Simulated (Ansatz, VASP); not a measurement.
## One calculation of BP, two programs

The input POSCAR:

```
BP
1.0
    0.0000000000      2.1775361416      2.2682668142
    2.2682668142      0.0000000000      2.2682668142
    2.2682668142      2.1775361416      0.0000000000
B P
1 1
Direct
    0.0000000000      0.0000000000      0.0000000000
    0.7500000000      0.7500000000      0.7500000000
```

File INCAR.step1:

```
SYSTEM = BP
PREC = Accurate ; ENCUT = 520
ISMEAR = 0 ; SIGMA = 0.05
LREAL = .FALSE. ; LASPH = .TRUE.
NELM = 100 ; NBANDS = 11
GGA = PE ; ALGO = Normal
EDIFF = 1E-4 ; LWAVE = .TRUE.
LCHARG = .FALSE.
```

Contents of INCAR.step2:

```
SYSTEM = BP
PREC = Accurate ; ENCUT = 520
EDIFF = 1E-6 ; ISMEAR = 0
SIGMA = 0.05 ; LREAL = .FALSE.
LASPH = .TRUE. ; NELM = 100
ALGO = Normal ; ISIF = 2
LWAVE = .FALSE. ; LCHARG = .FALSE.
METAGGA = R2SCAN ; LMIXTAU = .TRUE.
NBANDS = 11 ; ISTART = 1
```

KPOINTS

```
regular mesh
0
G
  10 10 10
  0 0 0
```

Input for Ansatz:

```yaml
crystal:
  lattice:
    - [0.0, 2.1775361416, 2.2682668142]
    - [2.2682668142, 0.0, 2.2682668142]
    - [2.2682668142, 2.1775361416, 0.0]
  atoms:
    - { symbol: B, position: [0.0, 0.0, 0.0] }
    - { symbol: P, position: [0.75, 0.75, 0.75] }
basis:
  ecutwfc: 500
kpoints:
  mp_grid: { grid: [10, 10, 10] }
hamiltonian:
  xc: r2scan
scf:
  occupations: { method: gaussian, width: 0.05 }
output:
  forces: true
  stress: true
  eigenvalues: true
  write_density: true
  write_potential: true
  elf: true
  volumetric_format: npy
```

Change from the starting cell: strain -0.0400 x Voigt [0, 1, 0, 0, 0, 0], atoms carried along.

Alike in both runs: task single point; functional r2SCAN; k mesh 10 × 10 × 10; occupations gaussian, width 0.05 eV; no spin polarisation.

|  | VASP | Ansatz |
| --- | --- | --- |
| version | VASP 6.6.1 | Ansatz 0.2.0 |
| potentials or method | VASP PAW PBE potentials, release 64 (B, P) | scalar-relativistic, plane waves, PAW |
| plane-wave cutoff (eV) | 520 | 500 |
| valence electrons in the cell | 8 | 8 |

```tsv
	VASP	Ansatz	Ansatz less VASP
gap on the k mesh at the Fermi level (eV)	0.74	0.71	-0.027
least direct gap on the mesh (eV)	3.27	3.23	-0.039
pressure (GPa)	6.9	7.4	+0.55
largest component of the traceless stress (GPa)	7.69	7.66	-0.037
```

Caveats: the PAW data sets were made with another functional, which shifts forces and pressure a little (VASP). A k mesh can miss the band edges.
